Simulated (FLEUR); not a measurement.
Input of a FLEUR MaX-R8.1 (later development tree) run:

inp.xml

```xml
<?xml version="1.0" encoding="UTF-8" standalone="no"?>
<fleurInput fleurInputVersion="0.39">
   <comment>
      TiC                                                                                                 
   </comment>
   <calculationSetup>
      <cutoffs Kmax="4.56" Gmax="14.1" GmaxXC="14.1" numbands="0"/>
      <scfLoop itmax="60" minDistance="0.00001" maxIterBroyd="15" imix="Anderson" alpha="0.05" precondParam="0.0" spinf="2.0" sdNocoIR="T"/>
      <coreElectrons ctail="T" frcor="F" kcrel="0" coretail_lmax="0"/>
      <xcFunctional name="pbe" relativisticCorrections="F"/>
      <magnetism jspins="1"/>
      <soc l_soc="F" theta="0.0" phi="0.0" spav="F"/>
      <expertModes spex="0" secvar="F"/>
      <geometryOptimization l_f="F" forcealpha="1.0" forcemix="BFGS" epsdisp="0.00001" epsforce="0.00001"/>
      <ldaU l_linMix="F" mixParam="0.05" spinf="1.0"/>
   </calculationSetup>
   <cell>
      <bzIntegration valenceElectrons="16.0" mode="hist" fermiSmearingEnergy="0.00183747">
         <kPointListSelection listName="default-1"/>
         <!-- k-points included here -->
         <xi:include xmlns:xi="http://www.w3.org/2001/XInclude" href="kpts.xml"> </xi:include>
      </bzIntegration>
      <!-- symmetry operations included here -->
      <xi:include xmlns:xi="http://www.w3.org/2001/XInclude" href="sym.xml"> </xi:include>
      <bulkLattice scale="1.0">
         <bravaisMatrix>
            <row-1>    0.0000000000000000     4.0926154774783940     4.0926154774783940</row-1>
            <row-2>    4.0926154774783940     0.0000000000000000     4.0926154774783940</row-2>
            <row-3>    4.0926154774783940     4.0926154774783940     0.0000000000000000</row-3>
         </bravaisMatrix>
      </bulkLattice>
   </cell>
   <atomSpecies>
      <species name="Titanium (Ti)" element="Ti" atomicNumber="22">
         <mtSphere radius="2.15" gridPoints="711" logIncrement="0.017"/>
         <atomicCutoffs lmax="9" lnonsphr="9"/>
         <electronConfig flipSpins="F">
            <coreConfig>(1s1/2) (2s1/2) (2p1/2) (2p3/2)</coreConfig>
            <valenceConfig>(3s1/2) (3p1/2) (3p3/2) (4s1/2) (3d3/2) (3d5/2)</valenceConfig>
            <stateOccupation state="(3d3/2)" spinUp="0.400000" spinDown="0.400000"/>
            <stateOccupation state="(3d5/2)" spinUp="0.600000" spinDown="0.600000"/>
         </electronConfig>
         <energyParameters s="4" p="4" d="3" f="4"/>
         <lo type="SCLO" l="0" n="3" eDeriv="0"/>
         <lo type="SCLO" l="1" n="3" eDeriv="0"/>
         <lo type="SCLO" l="1" n="3" eDeriv="1"/>
         <lo type="SCLO" l="2" n="3" eDeriv="2"/>
         <lo type="SCLO" l="3" n="4" eDeriv="2"/>
      </species>
      <species name="Carbon (C)" element="C" atomicNumber="6">
         <mtSphere radius="1.64" gridPoints="543" logIncrement="0.019"/>
         <atomicCutoffs lmax="8" lnonsphr="8"/>
         <electronConfig flipSpins="F">
            <coreConfig>(1s1/2)</coreConfig>
            <valenceConfig>(2s1/2) (2p1/2) (2p3/2)</valenceConfig>
            <stateOccupation state="(2p1/2)" spinUp="0.333333" spinDown="0.333333"/>
            <stateOccupation state="(2p3/2)" spinUp="0.666667" spinDown="0.666667"/>
         </electronConfig>
         <energyParameters s="2" p="2" d="3" f="4"/>
         <lo type="SCLO" l="0" n="2" eDeriv="2"/>
         <lo type="SCLO" l="1" n="2" eDeriv="2"/>
         <lo type="SCLO" l="2" n="3" eDeriv="2"/>
      </species>
   </atomSpecies>
   <atomGroups>
      <atomGroup species="Titanium (Ti)">
         <relPos label="                   1">.0000000000 .0000000000 .0000000000</relPos>
         <force calculate="T" relaxXYZ="TTT"/>
      </atomGroup>
      <atomGroup species="Carbon (C)">
         <relPos label="                   2">1.000/2.000 1.000/2.000 1.000/2.000</relPos>
         <force calculate="T" relaxXYZ="TTT"/>
      </atomGroup>
   </atomGroups>
   <output dos="F" band="F" slice="F">
      <checks vchk="F" cdinf="F"/>
      <bandDOS minEnergy="-.5*Htr" maxEnergy="0.5*Htr" sigma="0.015" storeEVData="T"/>
      <vacuumDOS vacdos="F" integ="F" star="F" nstars="0" locx1="0.0" locy1="0.0" locx2="0.0" locy2="0.0" nstm="0" tworkf="0.0"/>
      <unfoldingBand unfoldBand="F" supercellX="1" supercellY="1" supercellZ="1"/>
      <plotting iplot="0" polar="F">
         <plot TwoD="T" vec1="  1.0  0.0  0.0" vec2="  0.0  1.0  0.0" vec3="  0.0  0.0  1.0" zero="  0.0  0.0  0.0" file="plot"/>
      </plotting>
      <chargeDensitySlicing numkpt="0" minEigenval="0.0" maxEigenval="0.0" nnne="0" pallst="F"/>
      <specialOutput eonly="F"/>
      <moessbauerParams electricFieldGradient="T" isomerShift="T" coreHyperfine="T" valenceHyperfine="T"/>
      <magneticCircularDichroism mcd="F" energyLo="-10.0" energyUp="0.0"/>
   </output>
  <!-- We include the file relax.xml here to enable relaxations (see documentation) -->
  <xi:include xmlns:xi="http://www.w3.org/2001/XInclude" href="relax.xml"> <xi:fallback/> </xi:include>
</fleurInput>
```

crystal.txt

```
TiC
&input cartesian=F /
0.0000000000  2.1657188437  2.1657188437
2.1657188437  0.0000000000  2.1657188437
2.1657188437  2.1657188437  0.0000000000
1.8897261246
1.0 1.0 1.0

2
22 0.0000000000  0.0000000000  0.0000000000
6 0.5000000000  0.5000000000  0.5000000000

&kpt div1=11 div2=11 div3=11 gamma=T /
```

The input inp.xml (bands):

```
<?xml version="1.0" encoding="UTF-8" standalone="no"?>
<fleurInput fleurInputVersion="0.39">
   <comment>
      TiC                                                                                                 
   </comment>
   <calculationSetup>
      <cutoffs Kmax="4.56" Gmax="14.1" GmaxXC="14.1" numbands="0"/>
      <scfLoop itmax="60" minDistance="0.00001" maxIterBroyd="15" imix="Anderson" alpha="0.05" precondParam="0.0" spinf="2.0" sdNocoIR="T"/>
      <coreElectrons ctail="T" frcor="F" kcrel="0" coretail_lmax="0"/>
      <xcFunctional name="pbe" relativisticCorrections="F"/>
      <magnetism jspins="1"/>
      <soc l_soc="F" theta="0.0" phi="0.0" spav="F"/>
      <expertModes spex="0" secvar="F"/>
      <geometryOptimization l_f="F" forcealpha="1.0" forcemix="BFGS" epsdisp="0.00001" epsforce="0.00001"/>
      <ldaU l_linMix="F" mixParam="0.05" spinf="1.0"/>
   </calculationSetup>
   <cell>
      <bzIntegration valenceElectrons="16.0" mode="hist" fermiSmearingEnergy="0.00183747">
         <kPointListSelection listName="path-1"/>
         <!-- k-points included here -->
         <xi:include xmlns:xi="http://www.w3.org/2001/XInclude" href="kpts.xml"> </xi:include>
      </bzIntegration>
      <!-- symmetry operations included here -->
      <xi:include xmlns:xi="http://www.w3.org/2001/XInclude" href="sym.xml"> </xi:include>
      <bulkLattice scale="1.0">
         <bravaisMatrix>
            <row-1>    0.0000000000000000     4.0926154774783940     4.0926154774783940</row-1>
            <row-2>    4.0926154774783940     0.0000000000000000     4.0926154774783940</row-2>
            <row-3>    4.0926154774783940     4.0926154774783940     0.0000000000000000</row-3>
         </bravaisMatrix>
      </bulkLattice>
   </cell>
   <atomSpecies>
      <species name="Titanium (Ti)" element="Ti" atomicNumber="22">
         <mtSphere radius="2.15" gridPoints="711" logIncrement="0.017"/>
         <atomicCutoffs lmax="9" lnonsphr="9"/>
         <electronConfig flipSpins="F">
            <coreConfig>(1s1/2) (2s1/2) (2p1/2) (2p3/2)</coreConfig>
            <valenceConfig>(3s1/2) (3p1/2) (3p3/2) (4s1/2) (3d3/2) (3d5/2)</valenceConfig>
            <stateOccupation state="(3d3/2)" spinUp="0.400000" spinDown="0.400000"/>
            <stateOccupation state="(3d5/2)" spinUp="0.600000" spinDown="0.600000"/>
         </electronConfig>
         <energyParameters s="4" p="4" d="3" f="4"/>
         <lo type="SCLO" l="0" n="3" eDeriv="0"/>
         <lo type="SCLO" l="1" n="3" eDeriv="0"/>
         <lo type="SCLO" l="1" n="3" eDeriv="1"/>
         <lo type="SCLO" l="2" n="3" eDeriv="2"/>
         <lo type="SCLO" l="3" n="4" eDeriv="2"/>
      </species>
      <species name="Carbon (C)" element="C" atomicNumber="6">
         <mtSphere radius="1.64" gridPoints="543" logIncrement="0.019"/>
         <atomicCutoffs lmax="8" lnonsphr="8"/>
         <electronConfig flipSpins="F">
            <coreConfig>(1s1/2)</coreConfig>
            <valenceConfig>(2s1/2) (2p1/2) (2p3/2)</valenceConfig>
            <stateOccupation state="(2p1/2)" spinUp="0.333333" spinDown="0.333333"/>
            <stateOccupation state="(2p3/2)" spinUp="0.666667" spinDown="0.666667"/>
         </electronConfig>
         <energyParameters s="2" p="2" d="3" f="4"/>
         <lo type="SCLO" l="0" n="2" eDeriv="2"/>
         <lo type="SCLO" l="1" n="2" eDeriv="2"/>
         <lo type="SCLO" l="2" n="3" eDeriv="2"/>
      </species>
   </atomSpecies>
   <atomGroups>
      <atomGroup species="Titanium (Ti)">
         <relPos label="                   1">.0000000000 .0000000000 .0000000000</relPos>
         <force calculate="T" relaxXYZ="TTT"/>
      </atomGroup>
      <atomGroup species="Carbon (C)">
         <relPos label="                   2">1.000/2.000 1.000/2.000 1.000/2.000</relPos>
         <force calculate="T" relaxXYZ="TTT"/>
      </atomGroup>
   </atomGroups>
   <output dos="F" band="T" slice="F">
      <checks vchk="F" cdinf="F"/>
      <bandDOS minEnergy="-.5*Htr" maxEnergy="0.5*Htr" sigma="0.015" storeEVData="T"/>
      <vacuumDOS vacdos="F" integ="F" star="F" nstars="0" locx1="0.0" locy1="0.0" locx2="0.0" locy2="0.0" nstm="0" tworkf="0.0"/>
      <unfoldingBand unfoldBand="F" supercellX="1" supercellY="1" supercellZ="1"/>
      <plotting iplot="0" polar="F">
         <plot TwoD="T" vec1="  1.0  0.0  0.0" vec2="  0.0  1.0  0.0" vec3="  0.0  0.0  1.0" zero="  0.0  0.0  0.0" file="plot"/>
      </plotting>
      <chargeDensitySlicing numkpt="0" minEigenval="0.0" maxEigenval="0.0" nnne="0" pallst="F"/>
      <specialOutput eonly="F"/>
      <moessbauerParams electricFieldGradient="T" isomerShift="T" coreHyperfine="T" valenceHyperfine="T"/>
      <magneticCircularDichroism mcd="F" energyLo="-10.0" energyUp="0.0"/>
   </output>
  <!-- We include the file relax.xml here to enable relaxations (see documentation) -->
  <xi:include xmlns:xi="http://www.w3.org/2001/XInclude" href="relax.xml"> <xi:fallback/> </xi:include>
</fleurInput>
```

Potentials or basis: all-electron, FLAPW.

Launch:

```console
$ inpgen -f crystal.txt -profile fastHighL
$ # inp.xml edited to the form shown
$ fleur_MPI
$ fleur_MPI   # second run, on inp.xml (bands)
```

**Question.** Predict the band gap along the path.

**Answer.** None (metal or under the smearing width).

Levels at the corners of the path, in eV from the Fermi level:
```tsv
point	band 5	band 6	band 7	band 8	band 9	band 10	band 11	band 12
Γ	-12.46	0.63	0.63	0.63	1.61	1.61	1.61	1.66
X	-10.18	-3.50	-1.68	-0.10	-0.10	2.65	3.46	3.46
W	-9.59	-3.21	-3.21	-2.77	2.73	2.73	3.47	5.05
K	-9.66	-3.53	-3.41	-1.79	1.40	3.08	3.77	5.37
Γ	-12.46	0.63	0.63	0.63	1.61	1.61	1.61	1.66
L	-8.98	-5.90	-2.96	-2.96	2.86	2.86	4.05	8.10
U	-9.66	-3.53	-3.41	-1.79	1.40	3.08	3.77	5.37
W	-9.59	-3.21	-3.21	-2.77	2.73	2.73	3.47	5.05
L	-8.98	-5.90	-2.96	-2.96	2.86	2.86	4.05	8.10
K	-9.66	-3.53	-3.41	-1.79	1.40	3.08	3.77	5.37
U	-9.66	-3.53	-3.41	-1.79	1.40	3.08	3.77	5.37
X	-10.18	-3.50	-1.68	-0.10	-0.10	2.65	3.46	3.46
```
